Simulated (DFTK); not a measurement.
# MgO (Fm-3m) in DFTK: further runs

Aim: see how the results for MgO move with the level of theory and the settings. Levels: PBE, PBEsol. Tasks: equation of state, single point.

Everything below comes from runs of DFTK 0.8.2. Logs are shortened: lines on timing, memory, paths and dates and some standing lists are left out, and cuts for length are marked.

### Step 1. The structure

The structure is cubic, space group Fm-3m (No. 225). The conventional cell has a = 4.194 Å, b = 4.194 Å, c = 4.194 Å, α = 90.00°, β = 90.00°, γ = 90.00°. Around Mg (site symmetry m-3m) lie 6 O at 2.10 Å. O (site symmetry m-3m) is surrounded by 6 Mg at 2.10 Å.

The cell is a database's computed one.

### Step 2. Equation of state, PBE

run.jl

```julia
using DFTK
using PseudoPotentialData
using Unitful, UnitfulAtomic
using LinearAlgebra, Printf
include("save.jl")
disable_threading()

# lattice vectors are the columns
lattice = austrip(1u"Å") * [           0.0   2.0970013927   2.0970013927;
             2.0970013927            0.0   2.0970013927;
             2.0970013927   2.0970013927            0.0]
symbols   = [:Mg, :O]
positions = [[0.0, 0.0, 0.0],
             [0.5, 0.5, 0.5]]
pseudopotentials = PseudoFamily("dojo.nc.sr.pbe.v0_4_1.standard.upf")
elements = Dict(s => ElementPsp(s, pseudopotentials) for s in unique(symbols))
atoms    = [elements[s] for s in symbols]

build_model(lattice, positions; symmetries=true) =
    model_DFT(lattice, atoms, positions;
              functionals=PBE(),
              temperature=austrip(0.05u"eV"),
              smearing=Smearing.FermiDirac(),
              symmetries)
Ecut  = 42.0  # hartree
kgrid = [11, 11, 11]
tol   = 1e-6
to_GPa = ustrip(uconvert(u"GPa", 1u"hartree/bohr^3"))

results["points"] = []
for scale in [0.94, 0.96, 0.98, 1.0, 1.02, 1.04, 1.06]
    println("\n=== scale = ", scale)
    model = build_model(cbrt(scale) * lattice, positions)
    basis = PlaneWaveBasis(model; Ecut, kgrid)
    t0 = time()
    scfres = self_consistent_field(basis;
                                   tol,
                                   nbandsalg=AdaptiveBands(model; n_bands_converge=13))
    seconds = time() - t0
    @printf "SCF: %d iterations, %.1f s\n" scfres.n_iter seconds
    forces = compute_forces_cart(scfres)
    stress = compute_stresses_cart(scfres)
    @printf "V = %.5f Å^3  F = %.8f Ha  max force = %.5f eV/Å  p = %.4f GPa\n" ustrip(auconvert(u"Å^3", model.unit_cell_volume)) scfres.energies.total ustrip(auconvert(u"eV/Å", maximum(norm, forces))) (-tr(stress) / 3 * to_GPa)
    push!(results["points"], save_scf!(scfres; forces, stress, d=Dict{String,Any}("seconds" => seconds, "n_matvec" => get(scfres, :n_matvec, 0))))
end

# third-order Birch-Murnaghan fit in x = V^(-2/3)
V = [0.94, 0.96, 0.98, 1.0, 1.02, 1.04, 1.06] * abs(det(lattice))
E = [p["total"] for p in results["points"]]
x = V .^ (-2 / 3)
c = [x .^ 0 x x .^ 2 x .^ 3] \ E
Δ = c[3]^2 - 3c[2] * c[4]
if Δ > 0
    x0 = (-c[3] + sqrt(Δ)) / 3c[4]
    B0 = 4 / 9 * x0^(7 / 2) * (2c[3] + 6c[4] * x0)
    @printf "V0 = %.4f Å^3  B0 = %.2f GPa\n" ustrip(auconvert(u"Å^3", x0^(-3 / 2))) B0 * to_GPa
end
```

Potentials or basis: dojo.nc.sr.pbe.v0_4_1.standard.upf (PBE).

Command:

```bash
$ julia --threads=1 run.jl  # save.jl only writes the numbers to a file and isn't shown; printed stress counts tension as positive; times include loading and compiling
```

What it wrote:

```text
=== scale = 0.94
n     Energy            log10(ΔE)   log10(Δρ)   Diag   Δtime
---   ---------------   ---------   ---------   ----   ------
  1   -75.96002215853                   -0.56    4.6    4.39s
  2   -75.98795839097       -1.55       -0.58    2.2    2.85s
  3   -76.04540557201       -1.24       -1.21    3.0    2.44s
  4   -76.04647343496       -2.97       -1.42    2.1    2.57s
  5   -76.04752423956       -2.98       -2.59    1.3    2.21s
  6   -76.04753399736       -5.01       -2.80    2.2    2.60s
  7   -76.04753537867       -5.86       -3.04    2.0    2.47s
  8   -76.04753546143       -7.08       -3.09    1.0    1.50s
  9   -76.04753566984       -6.68       -3.45    1.0    2.05s
 10   -76.04753574673       -7.11       -3.81    1.9    2.41s
[... 74 further cycles ...]
  5   -76.05122553438       -3.53       -2.21    1.7    2.39s
  6   -76.05125757806       -4.49       -2.93    1.2    2.26s
  7   -76.05125822268       -6.19       -3.25    2.4    2.55s
  8   -76.05125821794   +   -8.32       -3.42    1.1    2.12s
  9   -76.05125825022       -7.49       -4.07    1.0    1.54s
 10   -76.05125825325       -8.52       -4.28    2.3    2.44s
 11   -76.05125825440       -8.94       -5.56    1.7    2.40s
 12   -76.05125825442      -10.79       -5.52    3.2    3.03s
 13   -76.05125825442      -11.92       -5.75    1.0    1.56s
 14   -76.05125825442      -11.68       -6.83    1.1    2.10s
SCF: 14 iterations, 34.4 s
V = 19.54934 Å^3  F = -76.05125825 Ha  max force = 0.00000 eV/Å  p = -2.4253 GPa
V0 = 19.2320 Å^3  B0 = 149.08 GPa
```

It took 6.9 min on 1 thread of Intel Xeon 6975P-C (Granite Rapids), shared host; peak memory 1.7 GiB.

Results:

```yaml
Equilibrium_volume: 9.62 Å³/atom
Bulk_modulus: 149 GPa
Pressure_derivative_of_the_bulk_modulus: 4.1
```

Energy against volume, from the lowest point:
```csv
volume (Å³/atom),energy (meV/atom)
8.668,51.80
8.853,32.42
9.037,17.99
9.221,8.06
9.406,2.19
9.590,0.00
9.775,1.15
```

### Step 3. Single point, PBE, 8.67 Å³/atom (volume scaled by 0.94)

run.jl is that of step 2.

Potentials or basis: dojo.nc.sr.pbe.v0_4_1.standard.upf (PBE).

Command:

```bash
$ julia --threads=1 run.jl  # one pass of the loop, scale = 0.94; save.jl only writes the numbers to a file and isn't shown; printed stress counts tension as positive; times include loading and compiling
```

Run time: 35 s. Hardware: 1 thread of Intel Xeon 6975P-C (Granite Rapids), shared host.

The run converged. Its results:

```
Free energy            : -2069.3589 eV
Pressure               : 19.1 GPa
Band gap on the k mesh : 5.54 eV, direct
```

### Step 4. Single point, PBE, 8.85 Å³/atom (volume scaled by 0.96)

run.jl is that of step 3.

Command:

```bash
$ julia --threads=1 run.jl  # one pass of the loop, scale = 0.96; save.jl only writes the numbers to a file and isn't shown; printed stress counts tension as positive; times include loading and compiling
```

It took 31 s on 1 thread of Intel Xeon 6975P-C (Granite Rapids), shared host.

The run converged. Its results:

| Quantity | Value |
| --- | --- |
| Free energy | -2069.3976 eV |
| Pressure | 14.5 GPa |
| Band gap on the k mesh | 5.31 eV, direct |

### Step 5. Single point, PBE, 9.04 Å³/atom (volume scaled by 0.98)

run.jl is that of step 4.

Command:

```bash
$ julia --threads=1 run.jl  # one pass of the loop, scale = 0.98; save.jl only writes the numbers to a file and isn't shown; printed stress counts tension as positive; times include loading and compiling
```

Wall time 31 s (1 thread of Intel Xeon 6975P-C (Granite Rapids), shared host).

The run converged. Its results:

```
Free energy            : -2069.4265 eV
Pressure               : 10.4 GPa
Band gap on the k mesh : 5.10 eV, direct
```

### Step 6. Single point, PBE, 9.22 Å³/atom

run.jl is that of step 5.

Potentials or basis: dojo.nc.sr.pbe.v0_4_1.standard.upf (PBE).

Command:

```bash
$ julia --threads=1 run.jl  # one pass of the loop, scale = 1.0; save.jl only writes the numbers to a file and isn't shown; printed stress counts tension as positive; times include loading and compiling
```

Run time: 31 s. Hardware: 1 thread of Intel Xeon 6975P-C (Granite Rapids), shared host.

It converged, with:

```
Free energy            : -2069.4464 eV
Pressure               : 6.7 GPa
Band gap on the k mesh : 4.89 eV, direct
```

### Step 7. Single point, PBE, 9.41 Å³/atom (volume scaled by 1.02)

run.jl is that of step 6.

Command:

```bash
$ julia --threads=1 run.jl  # one pass of the loop, scale = 1.02; save.jl only writes the numbers to a file and isn't shown; printed stress counts tension as positive; times include loading and compiling
```

It took 34 s on 1 thread of Intel Xeon 6975P-C (Granite Rapids), shared host.

It converged, with:

| Property | Result |
| --- | --- |
| Free energy | -2069.4581 eV |
| Pressure | 3.4 GPa |
| Band gap on the k mesh | 4.70 eV, direct |

### Step 8. Single point, PBE, 9.59 Å³/atom (volume scaled by 1.04)

run.jl is that of step 7.

Command:

```bash
$ julia --threads=1 run.jl  # one pass of the loop, scale = 1.04; save.jl only writes the numbers to a file and isn't shown; printed stress counts tension as positive; times include loading and compiling
```

It took 32 s on 1 thread of Intel Xeon 6975P-C (Granite Rapids), shared host.

Results (log left out):

| Property | Result |
| --- | --- |
| Free energy | -2069.4625 eV |
| Pressure | 0.3 GPa |
| Band gap on the k mesh | 4.51 eV, direct |

### Step 9. Single point, PBE, 9.77 Å³/atom (volume scaled by 1.06)

run.jl is that of step 8.

Potentials or basis: dojo.nc.sr.pbe.v0_4_1.standard.upf (PBE).

Command:

```bash
$ julia --threads=1 run.jl  # one pass of the loop, scale = 1.06; save.jl only writes the numbers to a file and isn't shown; printed stress counts tension as positive; times include loading and compiling
```

It took 34 s on 1 thread of Intel Xeon 6975P-C (Granite Rapids), shared host.

It converged, with:

```
Free energy            : -2069.4602 eV
Pressure               : -2.4 GPa
Band gap on the k mesh : 4.34 eV, direct
```

### Step 10. Equation of state, PBEsol

run.jl, as its differences from that of step 9:

```diff
@@ -14,3 +14,3 @@
              [0.5, 0.5, 0.5]]
-pseudopotentials = PseudoFamily("dojo.nc.sr.pbe.v0_4_1.standard.upf")
+pseudopotentials = PseudoFamily("dojo.nc.sr.pbesol.v0_4_1.standard.upf")
 elements = Dict(s => ElementPsp(s, pseudopotentials) for s in unique(symbols))
@@ -20,3 +20,3 @@
     model_DFT(lattice, atoms, positions;
-              functionals=PBE(),
+              functionals=PBEsol(),
               temperature=austrip(0.05u"eV"),
```

Potentials or basis: dojo.nc.sr.pbesol.v0_4_1.standard.upf (PBEsol).

Command:

```bash
$ julia --threads=1 run.jl  # save.jl only writes the numbers to a file and isn't shown; printed stress counts tension as positive; times include loading and compiling
```

Run time: 25 min. Hardware: 1 thread of AMD EPYC, shared host; peak memory 1.6 GiB.

Results (log left out):

| Property | Result |
| --- | --- |
| Equilibrium volume | 9.35 Å³/atom |
| Bulk modulus | 157 GPa |
| Pressure derivative of the bulk modulus | 4.1 |

Energy against volume, from the lowest point:
```csv
volume (Å³/atom),energy (meV/atom)
8.668,28.00
8.853,14.38
9.037,5.47
9.221,0.81
9.406,0.00
9.590,2.66
9.775,8.47
```

### Step 11. Single point, PBEsol, 8.67 Å³/atom (volume scaled by 0.94)

run.jl is that of step 10.

Command:

```bash
$ julia --threads=1 run.jl  # one pass of the loop, scale = 0.94; save.jl only writes the numbers to a file and isn't shown; printed stress counts tension as positive; times include loading and compiling
```

Run time: 1.7 min. Hardware: 1 thread of AMD EPYC, shared host.

Results (log left out):

```yaml
Free_energy: -2065.6182 eV
Pressure: 13.9 GPa
Band_gap_on_the_k_mesh: 5.43 eV, direct
```

### Step 12. Single point, PBEsol, 8.85 Å³/atom (volume scaled by 0.96)

run.jl is that of step 11.

Potentials or basis: dojo.nc.sr.pbesol.v0_4_1.standard.upf (PBEsol).

Command:

```bash
$ julia --threads=1 run.jl  # one pass of the loop, scale = 0.96; save.jl only writes the numbers to a file and isn't shown; printed stress counts tension as positive; times include loading and compiling
```

Wall time 1.7 min (1 thread of AMD EPYC, shared host).

The run converged. Its results:

```yaml
Free_energy: -2065.6454 eV
Pressure: 9.6 GPa
Band_gap_on_the_k_mesh: 5.20 eV, direct
```

### Step 13. Single point, PBEsol, 9.04 Å³/atom (volume scaled by 0.98)

run.jl is that of step 12.

Command:

```bash
$ julia --threads=1 run.jl  # one pass of the loop, scale = 0.98; save.jl only writes the numbers to a file and isn't shown; printed stress counts tension as positive; times include loading and compiling
```

Run time: 2 min. Hardware: 1 thread of AMD EPYC, shared host.

Results (log left out):

| Quantity | Value |
| --- | --- |
| Free energy | -2065.6633 eV |
| Pressure | 5.8 GPa |
| Band gap on the k mesh | 4.99 eV, direct |

### Step 14. Single point, PBEsol, 9.22 Å³/atom

run.jl is that of step 13.

Command:

```bash
$ julia --threads=1 run.jl  # one pass of the loop, scale = 1.0; save.jl only writes the numbers to a file and isn't shown; printed stress counts tension as positive; times include loading and compiling
```

Run time: 1.7 min. Hardware: 1 thread of AMD EPYC, shared host.

The run converged. Its results:

```
Free energy            : -2065.6726 eV
Pressure               : 2.2 GPa
Band gap on the k mesh : 4.79 eV, direct
```

### Step 15. Single point, PBEsol, 9.41 Å³/atom (volume scaled by 1.02)

run.jl is that of step 14.

Potentials or basis: dojo.nc.sr.pbesol.v0_4_1.standard.upf (PBEsol).

Command:

```bash
$ julia --threads=1 run.jl  # one pass of the loop, scale = 1.02; save.jl only writes the numbers to a file and isn't shown; printed stress counts tension as positive; times include loading and compiling
```

Run time: 1.8 min. Hardware: 1 thread of AMD EPYC, shared host.

Results (log left out):

```yaml
Free_energy: -2065.6742 eV
Pressure: -0.9 GPa
Band_gap_on_the_k_mesh: 4.60 eV, direct
```

### Step 16. Single point, PBEsol, 9.59 Å³/atom (volume scaled by 1.04)

run.jl is that of step 15.

Command:

```bash
$ julia --threads=1 run.jl  # one pass of the loop, scale = 1.04; save.jl only writes the numbers to a file and isn't shown; printed stress counts tension as positive; times include loading and compiling
```

Run time: 1.9 min. Hardware: 1 thread of AMD EPYC, shared host.

Results (log left out):

| Property | Result |
| --- | --- |
| Free energy | -2065.6689 eV |
| Pressure | -3.8 GPa |
| Band gap on the k mesh | 4.41 eV, direct |

### Step 17. Single point, PBEsol, 9.77 Å³/atom (volume scaled by 1.06)

run.jl is that of step 16.

Command:

```bash
$ julia --threads=1 run.jl  # one pass of the loop, scale = 1.06; save.jl only writes the numbers to a file and isn't shown; printed stress counts tension as positive; times include loading and compiling
```

Wall time 1.8 min (1 thread of AMD EPYC, shared host).

Results (log left out):

```
Free energy            : -2065.6572 eV
Pressure               : -6.4 GPa
Band gap on the k mesh : 4.24 eV, direct
```
